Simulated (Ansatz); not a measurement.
A generator proposed this cell of AlN.

```
Al N
1.0
     2.90844    0.00000    0.00000
    -1.45422    2.51879    0.00000
     0.00000    0.00000    5.72511
Al N
2 2
Cartesian
  0.0000 0.0000 0.0000
  0.0000 0.0000 2.8626
  0.0000 1.6792 1.4313
  1.4542 0.8396 4.2938
```

Method: Ansatz, DFT PBE, scalar-relativistic, plane waves, PAW. Settings: cutoff 420 eV, Γ-centred mesh 6×6×4 on the computed 4-atom cell, Gaussian smearing of 0.10 eV; no spin polarisation.

The zero of energy is the elements' standard structures at the same level (N₂ as a molecule); no fitted shifts are applied.

Q: How far from equilibrium is it?

A: The pressure is -30.6 GPa (the mean over three directions, positive in compression), the largest force is 0.00 eV/Å (symmetry fixes the atoms), and the energy is −0.53 eV/atom against the elements. The shortest distance is 2.21 Å.

Q: How much does it gain on relaxing, and where does it end?

A: Relaxing gains about 0.51 eV/atom in 11 ionic steps and ends at −1.041 eV/atom on the finer mesh. The symmetry stays P6_3/mmc (No. 194). The end has the nickel arsenide type. The volume per atom shrinks by 17.8 %, from 10.5 to 8.6 Å³. The shortest distance goes from 2.21 Å (Al–N) to 2.05 Å (Al–N). The ratio c/a of the conventional cell changes by a factor of 0.87. Conventional cell: a = 2.856 Å, c = 4.883 Å. Al is surrounded by 6 N at 2.05 Å; around N lie 6 Al at 2.05 Å.

The last run used a 12×12×6 mesh (in the run's order of axes) for its 4-atom cell and Gaussian smearing of 0.02 eV. The relaxation can't lower the symmetry of the start. A structure relaxed within its symmetry needn't be a true minimum. Another cell of AlN relaxed alike, in F-43m, lies 0.31 eV/atom lower, so this cell isn't the stable form at this level.
